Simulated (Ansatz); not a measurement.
Wanted: the native input for an Ansatz 0.2.0 run.

| Quantity | Value |
| --- | --- |
| Task | relaxation of cell and atoms |
| Functional | PBEsol |
| Potentials or basis | Ansatz PAW |
| Cutoff | 420 eV (not typed: the program's choice for these potentials) |
| k mesh | 11 × 11 × 11 |
| Occupations | fermi-dirac, width 0.05 eV |
| Spin | no spin polarisation |
| Hubbard terms | Nb d U = 2 eV |
| Hubbard projectors | ortho-atomic (the default) |
| Double counting | fll (the default) |

The system is NbP.

```
Nb P
1.0
    -1.67492    1.67492    5.74011
     1.67492   -1.67492    5.74011
     1.67492    1.67492   -5.74011
Nb P
2 2
Direct
  0.24988 0.74988 0.50000
  0.49988 0.49988 0.00000
  0.83275 0.33275 0.50000
  0.08275 0.08275 0.00000
```

The cell is a database's computed one.

The input as run:

input.yaml

```yaml
crystal:
  lattice:
    - [-1.6749232544, 1.6749232544, 5.7401081759]
    - [1.6749232544, -1.6749232544, 5.7401081759]
    - [1.6749232544, 1.6749232544, -5.7401081759]
  atoms:
    - { symbol: Nb, position: [0.2498808, 0.7498808, 0.5] }
    - { symbol: Nb, position: [0.4998808, 0.4998808, 0.0] }
    - { symbol: P, position: [0.83274777, 0.33274777, 0.5] }
    - { symbol: P, position: [0.08274777, 0.08274777, 0.0] }
hamiltonian:
  xc: pbesol
  pseudopotentials: { kind: paw }
  hubbard: { sites: [{ species: Nb, l: d, u_eff: 2.0 }] }
kpoints:
  mp_grid: { grid: [11, 11, 11] }
scf:
  occupations: { method: fermi_dirac, width: 0.05 }
output:
  forces: true
  stress: true
  eigenvalues: true
  write_density: true
  write_potential: true
  elf: true
  volumetric_format: npy
relax:
  f_tol: 0.01
  max_steps: 40
  cell: { stress_tol: 0.05 }
```

Potentials or basis: Ansatz PAW.

Command:

```sh
$ ansatz run input.yaml --threads 2 --pin off --max-ram 5632MiB --backend cpu --events-out ev --progress --plain --runs-dir out
```

It gave:

```
Relaxed volume                         : 15.62 Å³/atom
Relaxed cell                           : a = 6.126 Å, b = 6.126 Å, c = 6.126 Å, α = 148.53°, β = 148.53°, γ = 45.11°
Space group after relaxing (to 0.05 Å) : I4_1md (No. 109)
Energy gained by relaxing              : 8.7 meV/atom
Ionic steps                            : 5
Pressure after relaxing                : 0.0 GPa
Band gap on the k mesh                 : none (metal or under the smearing width)
```

Caveat: the plane-wave basis is chosen anew once the cell has moved, so the energies of steps on either side of that aren't comparable; U without spin polarisation on a metal has little footing; the PAW data sets come from PBE, with cores solved anew for the run's functional, which leaves a small shift of forces and pressure; the U is typed as a test and isn't derived for this compound.

Wall time 68 s on 2 threads of Arm Neoverse V2 (shared host), peak memory 0.62 GiB.
